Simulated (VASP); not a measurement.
# InSb (F-43m) in VASP: settings compared

Aim: see how the results for InSb move with the level of theory and the settings. Levels: r2SCAN, PBEsol. Tasks: relaxation of cell and atoms.

Everything below comes from runs of VASP 6.6.1. Logs are shortened: lines on timing, memory, paths and dates and some standing lists are left out, and cuts for length are marked.

## Step 1: The structure

It takes space group F-43m (No. 216, cubic). Conventional cell: a = 6.633 Å, b = 6.633 Å, c = 6.633 Å, α = 90.00°, β = 90.00°, γ = 90.00°. In (site symmetry -43m) has 4 Sb at 2.87 Å as nearest neighbours. Sb (site symmetry -43m) is surrounded by 4 In at 2.87 Å.

The cell is a database's computed one.

## Step 2: Relaxation of cell and atoms, r2SCAN

INCAR

```
PREC = Accurate ; ENCUT = 600
EDIFF = 1E-6 ; ISMEAR = 0
SIGMA = 0.02 ; LREAL = F
LASPH = T ; NELM = 100
ALGO = Normal ; ISIF = 3
LWAVE = F ; LCHARG = F
METAGGA = R2SCAN ; LMIXTAU = T
IBRION = 2 ; NSW = 60
EDIFFG = -0.01
```

KPOINTS

```
regular mesh
0
Gamma
  9 9 9
```

POSCAR

```
InSb
1.0
    0.0000000000      3.3166107100      3.3166107100
    3.3166107100      0.0000000000      3.3166107100
    3.3166107100      3.3166107100      0.0000000000
In Sb
1 1
Direct
    0.2500000000      0.2500000000      0.2500000000
    0.0000000000      0.0000000000      0.0000000000
```

Potentials or basis: VASP PAW PBE potentials, release 64 (In_d, Sb).

Launch:

```sh
$ cat potpaw_PBE.64/In_d/POTCAR potpaw_PBE.64/Sb/POTCAR > POTCAR
$ mpirun -np 1 vasp_std > vasp.out
```

OUTCAR:

```text
PREC = Accurate
   ENCUT = 600
   EDIFF = 1E-6
   ISMEAR = 0
   LREAL = F
   LASPH = T
   NELM = 100
   ISIF = 3
   METAGGA = R2SCAN
   IBRION = 2
   NSW = 60
   EDIFFG = -0.01

 ion  position               nearest neighbor table
   1  0.250  0.250  0.250-   2 2.87   2 2.87   2 2.87   2 2.87
   2  0.000  0.000  0.000-   1 2.87   1 2.87   1 2.87   1 2.87

  LATTYP: Found a face centered cubic cell.
 ALAT       =     6.6332214200

  Lattice vectors:

 A1 = (   0.0000000000,   3.3166107100,   3.3166107100)
 A2 = (   3.3166107100,   0.0000000000,   3.3166107100)
 A3 = (   3.3166107100,   3.3166107100,   0.0000000000)

Analysis of symmetry for initial positions (statically):
=====================================================================
 Subroutine PRICEL returns:
 Original cell was already a primitive cell.

 Routine SETGRP: Setting up the symmetry group for a
 face centered cubic supercell.

 Subroutine GETGRP returns: Found 24 space group operations
 (whereof 24 operations were pure point group operations)
 out of a pool of 48 trial point group operations.

The static configuration has the point symmetry T_d .

Analysis of symmetry for dynamics (positions and initial velocities):
=====================================================================
 Subroutine PRICEL returns:
 Original cell was already a primitive cell.

 Routine SETGRP: Setting up the symmetry group for a
 face centered cubic supercell.

 Subroutine GETGRP returns: Found 24 space group operations
 (whereof 24 operations were pure point group operations)
 out of a pool of 48 trial point group operations.

The dynamic configuration has the point symmetry T_d .

 Subroutine INISYM returns: Found 24 space group operations
 (whereof 24 operations are pure point group operations),
 and found     1 'primitive' translations

----------------------------------------------------------------------------------------

                                     Primitive cell

  volume of cell :      72.9648

  direct lattice vectors                    reciprocal lattice vectors
     0.000000000  3.316610710  3.316610710    -0.150756312  0.150756312  0.150756312
     3.316610710  0.000000000  3.316610710     0.150756312 -0.150756312  0.150756312
     3.316610710  3.316610710  0.000000000     0.150756312  0.150756312 -0.150756312

  length of vectors
     4.690395847  4.690395847  4.690395847     0.261117592  0.261117592  0.261117592

  position of ions in fractional coordinates (direct lattice)
     0.250000000  0.250000000  0.250000000
     0.000000000  0.000000000  0.000000000

  ion indices of the primitive-cell ions
   primitive index   ion index
                 1           1
                 2           2

----------------------------------------------------------------------------------------

 KPOINTS: regular mesh

Automatic generation of k-mesh.
 Grid dimensions read from file:
 generate k-points for:    9    9    9

 Generating k-lattice:

  Cartesian coordinates                     Fractional coordinates (reciprocal lattice)
    -0.016750701  0.016750701  0.016750701     0.111111111  0.000000000  0.000000000
     0.016750701 -0.016750701  0.016750701     0.000000000  0.111111111  0.000000000
     0.016750701  0.016750701 -0.016750701     0.000000000  0.000000000  0.111111111

  Length of vectors
     0.029013066  0.029013066  0.029013066

  Shift w.r.t. Gamma in fractional coordinates (k-lattice)
     0.000000000  0.000000000  0.000000000

 Subroutine IBZKPT returns following result:
 ===========================================

 Found     35 irreducible k-points:

 Following reciprocal coordinates:
            Coordinates               Weight
  0.000000  0.000000  0.000000      1.000000
  0.111111  0.000000  0.000000      8.000000
  0.222222  0.000000  0.000000      8.000000
  0.333333  0.000000  0.000000      8.000000
  0.444444  0.000000  0.000000      8.000000
  0.111111  0.111111  0.000000      6.000000
[... 16 lines left out ...]
 -0.333333  0.333333  0.000000     12.000000
  0.444444  0.444444  0.000000      6.000000
 [... further k-points ...]
   k-points           NKPTS =     35   k-points in BZ     NKDIM =     35   number of bands    NBANDS=     13
   number of dos      NEDOS =    301   number of ions     NIONS =      2
   total plane-waves  NPLWV =  64000
   dimension x,y,z NGX =    40 NGY =   40 NGZ =   40
   dimension x,y,z NGXF=    80 NGYF=   80 NGZF=   80
   ions per type =               1   1
   NGX,Y,Z   is equivalent  to a cutoff of  14.18, 14.18, 14.18 a.u.
   NGXF,Y,Z  is equivalent  to a cutoff of  28.36, 28.36, 28.36 a.u.
 SYSTEM =  unknown system
   PREC   = accura    normal or accurate (medium, high low for compatibility)
   ISTART =      0    job   : 0-new  1-cont  2-samecut
   ICHARG =      2    charge: 1-file 2-atom 10-const
   ISPIN  =      1    spin polarized calculation?
   LNONCOLLINEAR =      F non collinear calculations
   LSORBIT =      F    spin-orbit coupling
   LASPH  =      T    aspherical Exc in radial PAW
   ENCUT  =  600.0 eV  44.10 Ry    6.64 a.u.   9.37  9.37  9.37*2*pi/ulx,y,z
   NELM   =    100;   NELMIN=  2; NELMDL= -5     # of ELM steps
   EDIFF  = 0.1E-05   stopping-criterion for ELM
   LREAL  =      F    real-space projection
   EDIFFG = -.1E-01   stopping-criterion for IOM
   NSW    =     60    number of steps for IOM
   IBRION =      2    ionic relax: 0-MD 1-quasi-New 2-CG
   NFREE  =      1    steps in history (QN), initial steepest desc. (CG)
   ISIF   =      3    stress and relaxation
   ISYM   =      2    0-nonsym 1-usesym 2-fastsym
   POTIM  = 0.5000    time-step for ionic-motion
   TEBEG  =    0.0;   TEEND  =   0.0 temperature during run
   PSTRESS=    0.0 pullay stress
   NELECT =      18.0000    total number of electrons
   NUPDOWN=      -1.0000    fix difference up-down
   EMIN   =  10.00;   EMAX   =-10.00  energy-range for DOS
   EFERMI =   0.00;   METHOD = LEGACY
   ISMEAR =     0;   SIGMA  =   0.02  broadening in eV -4-tet -1-fermi 0-gaus
   EFERMI_NEDOS =   21; number of points for ismear=-14 and -15
   IALGO  =     38    algorithm
   IMIX   =      4    mixing-type and parameters
     AMIX     =   0.40;   BMIX     =  1.00
     AMIX_MAG =   1.60;   BMIX_MAG =  1.00
  volume/ion in A,a.u.               =      36.48       246.20
  Fermi-wavevector in a.u.,A,eV,Ry     =   1.026742  1.940260 14.343239  1.054198
  Thomas-Fermi vector in A             =   2.160650
   LORBIT       =      0    0 simple, 1 ext, 2 COOP (PROOUT), +10 PAW based schemes
   METAGGA = R2SCAN    functional components
   LHFCALC =     F    Hartree Fock is set to
   AEXX    =    0.0000 exact exchange contribution
   IVDW    =     0    specifies the selected vdW correction
   LEPSILON=     F    determine dielectric tensor
   LRPA    =     F    only Hartree local field effects (RPA)
 conjugate gradient relaxation of ions
 non-spin polarized calculation
 Gauss-broadening in eV      SIGMA  =   0.02
  energy-cutoff  :      600.00
  volume of cell :       72.96
 maximum number of plane-waves:      2454
 NGX is ok and might be reduce to    40
   NGX = 19   NGY = 19   NGZ = 19

--------------------------------------- Ionic step        1  -------------------------------------------

 number of electron      18.0000000 magnetization

 Free energy of the ion-electron system (eV)
  ---------------------------------------------------
  ext. energy  EPLUGINS =         0.00000000
  ---------------------------------------------------
  free energy    TOTEN  =       -48.75686970 eV

  energy without entropy =      -48.75682738  energy(sigma->0) =      -48.75684854

------------------------ aborting loop because EDIFF is reached ----------------------------------------

  FORCE on cell =-STRESS in cart. coord.  units (eV):
  Direction    XX          YY          ZZ          XY          YZ          ZX
  --------------------------------------------------------------------------------------
  -------------------------------------------------------------------------------------
  Total       -0.6238402     -0.6238402     -0.6238402      0.0000000      0.0000000      0.0000000
  in kB      -13.6984183    -13.6984183    -13.6984183      0.0000000      0.0000000      0.0000000
  external PRESSURE =     -13.6984183 kB  Pullay stress =       0.0000000 kB
[... 57 lines left out ...]
  energy  without entropy=      -48.7666846728  energy(sigma->0) =      -48.76668495

--------------------------------------- Ionic step        3  -------------------------------------------

 number of electron      17.9999998 magnetization

 Free energy of the ion-electron system (eV)
  ---------------------------------------------------
  ext. energy  EPLUGINS =         0.00000000
  ---------------------------------------------------
  free energy    TOTEN  =       -48.76778603 eV

  energy without entropy =      -48.76774620  energy(sigma->0) =      -48.76776612

 E-fermi :   4.5628     XC(G=0):  -9.0825

 val. band max:        4.5469678731   @ k =   0.0000   0.0000   0.0000
 cond. band min:       4.5664988130   @ k =   0.0000   0.0000   0.0000
 fundamental gap:      0.0195309399
 Fermi energy:         4.5627647211

 k-point     1 :       0.0000    0.0000    0.0000
  band No.  band energies     occupation
      1     -10.4770      2.00000
      2     -10.4770      2.00000
      3     -10.4770      2.00000
      4     -10.3857      2.00000
      5     -10.3857      2.00000
      6      -6.3437      2.00000
      7       4.5470      1.73612
      8       4.5470      1.73612
      9       4.5470      1.73601
     10       4.5665      0.79175
     11       7.7685      0.00000
     12       7.7685      0.00000
     13       7.7685      0.00000
[... 353 lines left out ...]
 k-point    24 :       0.4444    0.4444    0.0000
  band No.  band energies     occupation
      1     -10.5507      2.00000
      2     -10.4360      2.00000
      3     -10.4360      2.00000
      4     -10.4028      2.00000
      5     -10.3769      2.00000
      6      -4.4940      2.00000
      7      -1.2015      2.00000
      8       2.3529      2.00000
      9       2.3529      2.00000
     10       6.0330      0.00000
     11       6.3492      0.00000
     12      12.7502      0.00000
     13      12.7502      0.00000

 [... further k-points ...]

------------------------ aborting loop because EDIFF is reached ----------------------------------------

  FORCE on cell =-STRESS in cart. coord.  units (eV):
  Direction    XX          YY          ZZ          XY          YZ          ZX
  --------------------------------------------------------------------------------------
  -------------------------------------------------------------------------------------
  Total        0.0024455      0.0024455      0.0024455      0.0000000      0.0000000      0.0000000
  in kB        0.0555977      0.0555977      0.0555977      0.0000000      0.0000000      0.0000000
  external PRESSURE =       0.0555977 kB  Pullay stress =       0.0000000 kB
[... 17 lines left out ...]
  FREE ENERGIE OF THE ION-ELECTRON SYSTEM (eV)
  ---------------------------------------------------
  free  energy   TOTEN  =       -48.7677860313 eV

  energy  without entropy=      -48.7677462044  energy(sigma->0) =      -48.76776612

 reached required accuracy - stopping structural energy minimisation
```

Run time: 6.1 min. Hardware: 1 thread of Intel Xeon Platinum 8488C (Sapphire Rapids), shared host; peak memory 0.28 GiB.

What came out:

| Item | Value |
| --- | --- |
| Free energy | -48.7678 eV |
| Relaxed volume | 35.24 Å³/atom |
| Relaxed cell | a = 4.636 Å, b = 4.636 Å, c = 4.636 Å, α = 60.00°, β = 60.00°, γ = 60.00° |
| Space group after relaxing (to 0.05 Å) | F-43m (No. 216) |
| Energy gained by relaxing | 5.5 meV/atom |
| Ionic steps | 3 |
| Pressure after relaxing | 0.0 GPa |
| Band gap on the k mesh | 0.02 eV, direct |

Step by step:
| step | energy change (eV) | largest force (eV/Å) | pressure (GPa) | volume (Å³) |
| --- | --- | --- | --- | --- |
| 1 | 0.0000 | 0.0000 | -1.37 | 72.96 |
| 2 | -0.0098 | 0.0000 | 0.45 | 69.72 |
| 3 | -0.0109 | 0.0000 | 0.01 | 70.47 |

Final structure:
```
CELL_PARAMETERS angstrom
0.00000 3.27840 3.27840
3.27840 0.00000 3.27840
3.27840 3.27840 0.00000
ATOMIC_POSITIONS crystal
In 0.25000 0.25000 0.25000
Sb 0.00000 0.00000 0.00000
```

Levels at points of the mesh, in eV from the valence-band top:
```csv
k point,band 5,band 6,band 7,band 8,band 9,band 10,band 11,band 12,band 13
"(0.00, 0.00, 0.00)",-14.93,-10.89,0.00,0.00,0.00,0.02,3.22,3.22,3.22
```

Caveat: the PAW data sets were made with another functional, which shifts forces and pressure a little; spin-orbit coupling is left out, which moves the levels of the heavy elements.

## Step 3: Relaxation of cell and atoms, PBEsol

INCAR

```
SYSTEM = InSb
PREC = Accurate ; ENCUT = 600
EDIFF = 1E-6 ; ISMEAR = 0
SIGMA = 0.02 ; LREAL = .FALSE.
LASPH = .TRUE. ; NELM = 80
ALGO = Normal ; ISIF = 3
LWAVE = .FALSE. ; LCHARG = .FALSE.
GGA = PS ; IBRION = 2
NSW = 40 ; EDIFFG = -0.02
```

KPOINTS

```
regular mesh
0
G
  3 3 3
  0 0 0
```

POSCAR is that of step 2.

Potentials or basis: VASP PAW PBE potentials, release 64 (In_d, Sb).

Launch:

```sh
$ cat potpaw_PBE.64/In_d/POTCAR potpaw_PBE.64/Sb/POTCAR > POTCAR
$ mpirun -np 1 vasp_std > vasp.out
```

OUTCAR:

```text
SYSTEM = InSb
   PREC = Accurate
   ENCUT = 600
   EDIFF = 1E-6
   ISMEAR = 0
   LREAL = .FALSE.
   LASPH = .TRUE.
   NELM = 80
   ISIF = 3
   GGA = PS
   IBRION = 2
   NSW = 40
   EDIFFG = -0.02

 ion  position               nearest neighbor table
   1  0.250  0.250  0.250-   2 2.87   2 2.87   2 2.87   2 2.87
   2  0.000  0.000  0.000-   1 2.87   1 2.87   1 2.87   1 2.87

  LATTYP: Found a face centered cubic cell.
 ALAT       =     6.6332214200

  Lattice vectors:

 A1 = (   0.0000000000,   3.3166107100,   3.3166107100)
 A2 = (   3.3166107100,   0.0000000000,   3.3166107100)
 A3 = (   3.3166107100,   3.3166107100,   0.0000000000)

Analysis of symmetry for initial positions (statically):
=====================================================================
 Subroutine PRICEL returns:
 Original cell was already a primitive cell.

 Routine SETGRP: Setting up the symmetry group for a
[... 159 lines left out ...]
  in kB       -5.2505444     -5.2505444     -5.2505444      0.0000000      0.0000000     -0.0000000
  external PRESSURE =      -5.2505444 kB  Pullay stress =       0.0000000 kB
[... 59 lines left out ...]
--------------------------------------- Ionic step        3  -------------------------------------------

 number of electron      17.9999999 magnetization

 Free energy of the ion-electron system (eV)
  ---------------------------------------------------
  ext. energy  EPLUGINS =         0.00000000
  ---------------------------------------------------
  free energy    TOTEN  =        -7.23309616 eV

  energy without entropy =       -7.23195348  energy(sigma->0) =       -7.23252482

 E-fermi :   4.4863     XC(G=0):  -8.5688

 val. band max:        4.4801594678   @ k =   0.0000   0.0000   0.0000
 cond. band min:       4.9830478960   @ k =   0.3333   0.0000   0.0000
 fundamental gap:      0.5028884282
 Fermi energy:         4.4862508268

 k-point     1 :       0.0000    0.0000    0.0000
  band No.  band energies     occupation
      1     -10.0116      2.00000
      2     -10.0116      2.00000
      3     -10.0116      2.00000
      4      -9.9432      2.00000
      5      -9.9432      2.00000
      6      -5.9214      2.00000
      7       3.8838      2.00000
      8       4.4802      1.33333
      9       4.4802      1.33333
     10       4.4802      1.33333
     11       7.3566      0.00000
     12       7.3566      0.00000
     13       7.3566      0.00000
[... 75 lines left out ...]
  FREE ENERGIE OF THE ION-ELECTRON SYSTEM (eV)
  ---------------------------------------------------
  free  energy   TOTEN  =        -7.2330961609 eV

  energy  without entropy=       -7.2319534771  energy(sigma->0) =       -7.23252482

 reached required accuracy - stopping structural energy minimisation
```

CONTCAR:

```text
InSb
   1.00000000000000
    -0.0000000000000000    3.3010869551506548    3.3010869551506548
     3.3010869551506548    0.0000000000000000    3.3010869551506548
     3.3010869551506548    3.3010869551506548    0.0000000000000000
  In              Sb
     1     1
Direct
     0.2500000000000000    0.2500000000000000    0.2500000000000000
     0.0000000000000000    0.0000000000000000    0.0000000000000000

  0.00000000E+00  0.00000000E+00  0.00000000E+00
  0.00000000E+00  0.00000000E+00  0.00000000E+00
```

It took 24 s on 1 thread of Intel Xeon Platinum 8488C (Sapphire Rapids), shared host; peak memory 0.23 GiB.

Results:

```yaml
Free_energy: -7.2331 eV
Relaxed_volume: 35.97 Å³/atom
Relaxed_cell: a = 4.668 Å, b = 4.668 Å, c = 4.668 Å, α = 60.00°, β = 60.00°, γ = 60.00°
Space_group_after_relaxing_to_0.05_Å: F-43m (No. 216)
Energy_gained_by_relaxing: 0.8 meV/atom
Ionic_steps: 3
Pressure_after_relaxing: 0.0 GPa
Band_gap_on_the_k_mesh: none (metal or under the smearing width)
```

Step by step:
| step | energy change (eV) | largest force (eV/Å) | pressure (GPa) | volume (Å³) |
| --- | --- | --- | --- | --- |
| 1 | 0.0000 | 0.0000 | -0.53 | 72.96 |
| 2 | -0.0016 | 0.0000 | 0.12 | 71.71 |
| 3 | -0.0017 | 0.0000 | 0.02 | 71.95 |

Final structure:
```
CELL_PARAMETERS angstrom
0.00000 3.30109 3.30109
3.30109 0.00000 3.30109
3.30109 3.30109 0.00000
ATOMIC_POSITIONS crystal
In 0.25000 0.25000 0.25000
Sb 0.00000 0.00000 0.00000
```

Caveat: the k mesh is coarse (spacing up to 0.55 Å⁻¹), so the values aren't converged; the PAW data sets were made with another functional, which shifts forces and pressure a little; this crystal is a semiconductor, whose small gap the functional closes, so the metal is an error of the method.
